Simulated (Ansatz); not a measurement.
# Ga₂O₃ at a changed volume — quadrupolar parameters

The cell is a structure deposited in the COD, relaxed with PBE at fixed cell and then changed (volume scaled by 1.02, ions relaxed).

```xyz
10
Lattice="6.1474 -1.5286 0.0000 6.1474 1.5286 0.0000 -1.3952 0.0000 5.6673" Properties=species:S:1:pos:R:3 pbc="T T T"
Ga    0.0104    0.0000    4.5084
Ga   10.8893    0.0000    1.1589
Ga    7.6621    0.0000    1.7781
Ga    3.2376    0.0000    3.8892
O     1.8986    0.0000    0.6194
O     9.0012    0.0000    5.0479
O     1.3407    0.0000    3.1835
O     9.5590    0.0000    2.4838
O     5.7437    0.0000    1.4442
O     5.1560    0.0000    4.2231
```

Atom numbers follow the list; atoms alike are taken as one site, whose name carries the number of the first.

Computed with Ansatz: DFT, PBE, plane waves and PAW, scalar-relativistic, 420 eV cutoff, Γ-centred 10×10×6 k-points, Fermi–Dirac smearing 0.02 eV.

Conventions: |V_zz| ≥ |V_yy| ≥ |V_xx|, η = (V_xx − V_yy)/V_zz, C_Q = eQV_zz/h.

⁷¹Ga: I = 3/2, Q = 107.0 mb; ¹⁷O: I = 5/2, Q = -25.58 mb. Quadrupole moments are those of Pyykkö's year-2017 table.

Question: What field gradients does the calculation give at each kind of site?

Answer: 

```tsv
site	atoms (order as listed)	first shell	V_xx, V_yy, V_zz (10²¹ V/m²)	η	C_Q (MHz)
Ga1	1, 2	4 O at 1.85–1.88 Å	-0.067, -3.55, 3.61	0.96	9.34
Ga3	3, 4	6 O at 1.95–2.08 Å	-1.09, -1.42, 2.52	0.13	6.51
O5	5, 6	3 Ga at 1.85–1.96 Å	2.46, 6.04, -8.50	0.42	5.26
O7	7, 8	4 Ga at 1.88–2.08 Å	-1.95, -2.16, 4.11	0.05	-2.54
O9	9, 10	3 Ga at 1.85–1.95 Å	5.34, 5.91, -11.25	0.05	6.96
```

At O5 and O9 V_zz stands upright on the plane through its three neighbours (within 2°) in each case. At O7 V_zz points along its shortest bond, to Ga (within 5°).

Where η is near 1 the sign of V_zz means little.

The relaxation (4 steps) took 25 s of wall time (89 s of CPU time) and 1.1 GiB at its peak, on 4 threads of AMD EPYC 9R14 (Zen 4) (x86_64; 16 cores open to the job, memory cap 8.0 GiB, no GPU), a shared host with a load of 0.1 a core.
